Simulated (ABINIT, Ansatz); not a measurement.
**BN (F-43m): from Born charge to LO-TO splitting**

Aim: work out the LO frequency and the static dielectric constant of BN (F-43m) from one linear-response run, then check them.

Calculated with ABINIT 10.8.3; DFT LDA, scalar-relativistic, plane waves, PseudoDojo norm-conserving pseudopotentials.

## 1. The relaxed structure

The structure is cubic, space group F-43m (No. 216). The conventional cell has a = 3.582 Å, b = 3.582 Å, c = 3.582 Å, α = 90.00°, β = 90.00°, γ = 90.00°. Nearest to B lie 4 N at 1.55 Å. Nearest to N lie 4 B at 1.55 Å. Farther neighbours and most contacts between anions are not listed.

Coordinates:

```
B N
1.0
     0.00000    1.79098    1.79098
     1.79098    0.00000    1.79098
     1.79098    1.79098    0.00000
B N
1 1
Direct
  0.00000 0.00000 0.00000
  0.75000 0.75000 0.75000
```

This is the cell after its relaxation at this level of theory, not the database cell from which that began.

## 2. What the response run gave

A linear-response run on the relaxed cell, with the response to an electric field; only its zone-centre results are used. Cutoff 36 Ha, k mesh 8×8×8 with shifts.

Numbers of over 12 decimals in the logs are rounded to 6 here.

The log of the run:

```text
[banners, grids, parts of the stress and lines that vanish by symmetry left out]
- input  file    -> dfpt_gamma.abi
- output file    -> dfpt_gamma.abo
- root for input  files -> dfpt_gammai
[...]
DATASET    1 : space group F-4 3 m (#216); Bravais cF (face-center cubic)
[...]
nfft =       19683          nkpt =        1024
[...]
DATASET    2 : space group F-4 3 m (#216); Bravais cF (face-center cubic)
[...]
nfft =       19683          nkpt =        1024
[...]
== DATASET  1 ==================================================================
[...]
cutoff_energies: {ecut:  36.0, pawecutdg:  -1.0, }
[...]
-  7.00000   5.00000  180309                  znucl, zion, pspdat
[...]
Perturbation : derivative vs k along direction   1
[...]
-ETOT  1  -21.276123353203     -2.128E+01 3.761E+00 0.000E+00
 ETOT  2  -21.343240279641     -6.712E-02 1.630E-01 0.000E+00
 ETOT  3  -21.343706172308     -4.659E-04 2.634E-04 0.000E+00
 ETOT  4  -21.343710883229     -4.711E-06 2.743E-06 0.000E+00
 ETOT  5  -21.343710940215     -5.699E-08 9.441E-08 0.000E+00
[...]
At SCF step   13   max residual=  1.00E-20 < tolwfr=  1.00E-20 =>converged.
[...]
Perturbation : derivative vs k along direction   2
[...]
-ETOT  1  -21.276123351598     -2.128E+01 3.761E+00 0.000E+00
[...]
At SCF step   13   max residual=  1.00E-20 < tolwfr=  1.00E-20 =>converged.
[...]
Perturbation : derivative vs k along direction   3
[...]
-ETOT  1  -21.276123349993     -2.128E+01 3.761E+00 0.000E+00
[...]
At SCF step   13   max residual=  1.00E-20 < tolwfr=  1.00E-20 =>converged.
[...]
1        1       1.1231791120    0.0000000000
     1        2       0.5615895560    0.0000000000
     1        3       0.5615895560   -0.0000000000
     2        1       0.5615895560    0.0000000000
     2        2       1.1231791121   -0.0000000000
     2        3       0.5615895560   -0.0000000000
     3        1       0.5615895560   -0.0000000000
     3        2       0.5615895560   -0.0000000000
     3        3       1.1231791121   -0.0000000000
[...]
== DATASET  2 ==================================================================
[...]
cutoff_energies: {ecut:  36.0, pawecutdg:  -1.0, }
[...]
Perturbation : displacement of atom   1   along direction   1
[...]
-ETOT  1   6.298077     -1.334E+02 7.286E-01 4.720E+02
[...]
At SCF step    8       vres2   =  8.19E-11 < tolvrs=  1.00E-10 =>converged.
[...]
At SCF step    8       vres2   =  8.45E-13 < tolvrs=  1.00E-10 =>converged.
[...]
-ETOT  1   1.628337     -1.002E+01 2.588E+00 1.195E+03
[...]
ETOT  7   1.283073     -1.995E-11 6.134E-12 2.608E-10
 ETOT  8   1.283073     -2.167E-13 1.682E-13 7.999E-13
 At SCF step    8       vres2   =  8.00E-13 < tolvrs=  1.00E-10 =>converged.
[...]
Dielectric tensor, in cartesian coordinates,
[...]
1    4   1    4         4.5068986793        -0.0000000000
   1    4   2    4        -0.0000000000        -0.0000000000
   1    4   3    4        -0.0000000000        -0.0000000000
   2    4   1    4        -0.0000000000        -0.0000000000
   2    4   2    4         4.5068986793        -0.0000000000
   2    4   3    4        -0.0000000000        -0.0000000000
   3    4   1    4        -0.0000000000        -0.0000000000
   3    4   2    4        -0.0000000000        -0.0000000000
   3    4   3    4         4.5068986793        -0.0000000000
  Effective charges, in cartesian coordinates,
[...]
1    1   1    4         1.8785099513         0.0000000000
   2    1   1    4        -0.0000000000         0.0000000000
   3    1   1    4         0.0000000000         0.0000000000
   1    2   1    4        -1.8785000658         0.0000000000
   2    2   1    4        -0.0000000000         0.0000000000
[...]
Effective charges, in cartesian coordinates,
[...]
Rigid-atom elastic tensor , in cartesian coordinates,
[...]
Rigid-atom proper piezoelectric tensor, in cartesian coordinates,
[...]
2    4   2    6         0.0172758721         0.0000000000
   2    4   3    6         0.0000000000         0.0000000000
   3    4   1    5         0.0000000000         0.0000000000
   3    4   2    5         0.0000000000         0.0000000000
   3    4   3    5         0.0000000000         0.0000000000
   3    4   1    6         0.0000000000         0.0000000000
   3    4   2    6         0.0000000000         0.0000000000
   3    4   3    6         0.0172758721         0.0000000000
  Phonon wavevector (reduced coordinates) :  0.00000  0.00000  0.00000
 Phonon energies in Hartree :
[...]
Phonon frequencies in cm-1    :
-  6.286771E-01  6.286772E-01  6.286774E-01  1.068350E+03  1.068350E+03
-  1.068350E+03
  Phonon at Gamma, with non-analyticity in the
[...]
Phonon energies in Hartree :
[...]
Phonon frequencies in cm-1    :
-  6.286771E-01  6.286772E-01  6.286797E-01  1.068350E+03  1.068350E+03
-  1.300363E+03
  Phonon at Gamma, with non-analyticity in the
[...]
Phonon energies in Hartree :
[...]
Phonon frequencies in cm-1    :
-  6.286771E-01  6.286774E-01  6.286795E-01  1.068350E+03  1.068350E+03
-  1.300363E+03
  Phonon at Gamma, with non-analyticity in the
[...]
Phonon energies in Hartree :
[...]
Phonon frequencies in cm-1    :
-  6.286772E-01  6.286774E-01  6.286794E-01  1.068350E+03  1.068350E+03
-  1.300363E+03
[...]
fcart2     0.0000000000E+00  0.0000000000E+00  0.0000000000E+00
           strten2     0.0000000000E+00  0.0000000000E+00  0.0000000000E+00
================================================================================
```

| quantity | value |
| --- | --- |
| cell volume Ω (Å³) | 11.490 |
| mass of B (u) | 10.810 |
| mass of N (u) | 14.007 |
| Born charge of B, raw (e) | 1.879 |
| Born charge of N, raw (e) | -1.879 |
| ε∞ | 4.507 |
| ω(TO) after the sum rule (cm⁻¹) | 1068.3 |

## 3. The calculation

The charges must sum to zero over the cell; taking off their mean, 0.000 e, leaves Z* = 1.879 e on B. In the polar mode B moves against N, so the reduced mass is μ = 10.81 × 14.01 / 24.82 = 6.101 u.

A longitudinal wave builds up a field that adds to the restoring force: ω(LO)² = ω(TO)² + 4π Z*² / (μ Ω ε∞), in Hartree atomic units. With μ = 11122 electron masses and Ω = 77.54 bohr³ the second term is 1.1410e-05 Ha², or 549592 cm⁻² (1 Ha = 219474.6 cm⁻¹).

So ω(LO) = √(1141372 + 549592) = 1300.4 cm⁻¹, and by the Lyddane-Sachs-Teller relation ε₀ = ε∞ (ω(LO)/ω(TO))² = 6.68.

## 4. Check against the program

The analysis program adds the same non-analytic term to the full matrix.

The log of the run:

```text
[banners, grids, parts of the stress and lines that vanish by symmetry left out]
-outvars_anaddb: echo values of input variables ----------------------

 Flags :
[...]
Dielectric Tensor and Effective Charges
[...]
Effective charge tensors after
[...]
Phonon wavevector (reduced coordinates) :  0.00000  0.00000  0.00000
 Phonon energies in Hartree :
[...]
Phonon energies in meV     :
-  0.000000E+00  0.000000E+00  0.000000E+00  1.324586E+02  1.324586E+02
-  1.324586E+02
 Phonon frequencies in cm-1    :
-  0.000000E+00  0.000000E+00  0.000000E+00  1.068350E+03  1.068350E+03
-  1.068350E+03
 Phonon frequencies in Thz     :
-  0.000000E+00  0.000000E+00  0.000000E+00  3.202834E+01  3.202834E+01
-  3.202834E+01
 Phonon energies in Kelvin  :
-  0.000000E+00  0.000000E+00  0.000000E+00  1.537118E+03  1.537118E+03
-  1.537118E+03
[...]
-  1  0.00000000E+00  2.51501227E-06  4.70152463E-03
-     0.00000000E+00  0.00000000E+00  0.00000000E+00
-  2  0.00000000E+00  2.51501284E-06  4.70152571E-03
-     0.00000000E+00  0.00000000E+00  0.00000000E+00
[...]
-  1  3.22956656E-07  4.70152462E-03 -2.51501227E-06
-     0.00000000E+00  0.00000000E+00  0.00000000E+00
-  2  3.22956730E-07  4.70152570E-03 -2.51501285E-06
-     0.00000000E+00  0.00000000E+00  0.00000000E+00
[...]
-  1  4.70152529E-03 -3.22956679E-07  0.00000000E+00
-     0.00000000E+00  0.00000000E+00  0.00000000E+00
-  2  4.70152637E-03 -3.22956753E-07  0.00000000E+00
-     0.00000000E+00  0.00000000E+00  0.00000000E+00
[...]
-  1  2.88634876E-07  1.20019112E-06 -5.35148689E-03
-     0.00000000E+00  0.00000000E+00  0.00000000E+00
-  2 -2.22780671E-07 -9.26358543E-07  4.13050513E-03
-     0.00000000E+00  0.00000000E+00  0.00000000E+00
[...]
-  1  2.69203154E-07 -5.35148689E-03 -1.20017660E-06
-     0.00000000E+00  0.00000000E+00  0.00000000E+00
-  2 -2.07782442E-07  4.13050513E-03  9.26347336E-07
-     0.00000000E+00  0.00000000E+00  0.00000000E+00
[...]
-  1  5.35148701E-03  2.69138415E-07  2.88695243E-07
-     0.00000000E+00  0.00000000E+00  0.00000000E+00
-  2 -4.13050523E-03 -2.07732473E-07 -2.22827265E-07
-     0.00000000E+00  0.00000000E+00  0.00000000E+00
[...]
-     1         -0.000000    -0.000000    -0.000000     0.000000
-     2         -0.000000    -0.000000     0.000000     0.000000
-     3         -0.000000     0.000000    -0.000000     0.000000
-     4          0.000142     0.000591    -2.634852     2.634852
-     5          0.000133    -2.634852    -0.000591     2.634852
-     6          2.634852     0.000133     0.000142     2.634852
[...]
-   1     Real    0.0000E+00  0.0000E+00  0.0000E+00  0.0000E+00  0.0000E+00  0.0000E+00  0.0000E+00
[...]
-  1  0.00000000E+00  2.52298031E-06  4.70152463E-03
-     0.00000000E+00  0.00000000E+00  0.00000000E+00
-  2  0.00000000E+00  2.52298088E-06  4.70152570E-03
-     0.00000000E+00  0.00000000E+00  0.00000000E+00
[...]
Phonon at Gamma, with non-analyticity in the
[...]
Phonon energies in Hartree :
[...]
Phonon energies in meV     :
-  0.000000E+00  0.000000E+00  0.000000E+00  1.324586E+02  1.324586E+02
-  1.612244E+02
 Phonon frequencies in cm-1    :
-  0.000000E+00  0.000000E+00  0.000000E+00  1.068350E+03  1.068350E+03
-  1.300363E+03
 Phonon frequencies in Thz     :
-  0.000000E+00  0.000000E+00  0.000000E+00  3.202834E+01  3.202834E+01
-  3.898389E+01
 Phonon energies in Kelvin  :
-  0.000000E+00  0.000000E+00  0.000000E+00  1.537118E+03  1.537118E+03
-  1.870932E+03
[...]
Phonon at Gamma, with non-analyticity in the
[...]
Phonon energies in Hartree :
[...]
Phonon energies in meV     :
-  0.000000E+00  0.000000E+00  0.000000E+00  1.324586E+02  1.324586E+02
-  1.612244E+02
 Phonon frequencies in cm-1    :
-  0.000000E+00  0.000000E+00  0.000000E+00  1.068350E+03  1.068350E+03
-  1.300363E+03
 Phonon frequencies in Thz     :
-  0.000000E+00  0.000000E+00  0.000000E+00  3.202834E+01  3.202834E+01
-  3.898389E+01
 Phonon energies in Kelvin  :
-  0.000000E+00  0.000000E+00  0.000000E+00  1.537118E+03  1.537118E+03
-  1.870932E+03
[...]
-  1  2.93429480E-05 -4.70059236E-03 -8.89454789E-05
-     0.00000000E+00  0.00000000E+00  0.00000000E+00
-  2  2.93430727E-05 -4.70059331E-03 -8.89453813E-05
-     0.00000000E+00  0.00000000E+00  0.00000000E+00
[...]
-  1  4.70138781E-03  2.89441292E-05  2.13463182E-05
-     0.00000000E+00  0.00000000E+00  0.00000000E+00
-  2  4.70138877E-03  2.89440180E-05  2.13462052E-05
-     0.00000000E+00  0.00000000E+00  0.00000000E+00
[...]
-  1  1.05933457E-03  3.14151296E-03 -4.20084753E-03
-     0.00000000E+00  0.00000000E+00  0.00000000E+00
-  2 -8.17639469E-04 -2.42475329E-03  3.24239275E-03
-     0.00000000E+00  0.00000000E+00  0.00000000E+00
[...]
-  1  4.23911381E-03 -3.03696756E-03 -1.20214625E-03
-     0.00000000E+00  0.00000000E+00  0.00000000E+00
-  2 -3.27192829E-03  2.34406070E-03  9.27867595E-04
-     0.00000000E+00  0.00000000E+00  0.00000000E+00
[...]
Direction                     Dielectric constant
[...]
Elastic Tensor (clamped ion) (unit:10^2GP):
[...]
Elastic Tensor (relaxed ion) (unit:10^2GP):
[...]
Calculation of the tensor related to piezoelectric effetc
[...]
Proper piezoelectric constants (clamped ion) (unit:c/m^2)
[...]
Proper piezoelectric constants (relaxed ion) (unit:c/m^2)
[...]
0.00000000      0.69943045     -0.00000000
      0.00000000     -0.00000000      0.69943045
-
```

| quantity | by hand | program |
| --- | --- | --- |
| ω(LO) (cm⁻¹) | 1300.4 | 1300.4 |
| ε₀ | 6.68 | 6.68 |

## 5. Summary of results

```
TO mode                    : 1068 cm⁻¹
LO mode                    : 1300 cm⁻¹
static dielectric constant : 6.677
```

The LO mode of BN (F-43m) lies at 1300 cm⁻¹, 232 cm⁻¹ above the TO mode; the formula meets the program within 0.1 cm⁻¹, as it must for a cubic crystal with one polar mode. ω(LO)² − ω(TO)² goes with Z*²/ε∞: an error of 5 % in ε∞ would move the LO mode by 10.1 cm⁻¹, and semilocal functionals tend to overestimate ε∞. These are harmonic values at zero temperature, at the volume of this functional, for the structure held cubic; stability elsewhere in the zone is no part of this calculation.

[Host names and launcher messages were left out of these logs when they were recorded.]

[Logs are printed without paths, hosts, clocks, repeated set-up lines and the standing remarks that a program may print on its own settings, such as how far it seeks lower states.]

[Hosts, paths, dates, database ids (printed as entryN), source tags and the programs' standing remarks are cut or masked in the printed files.]
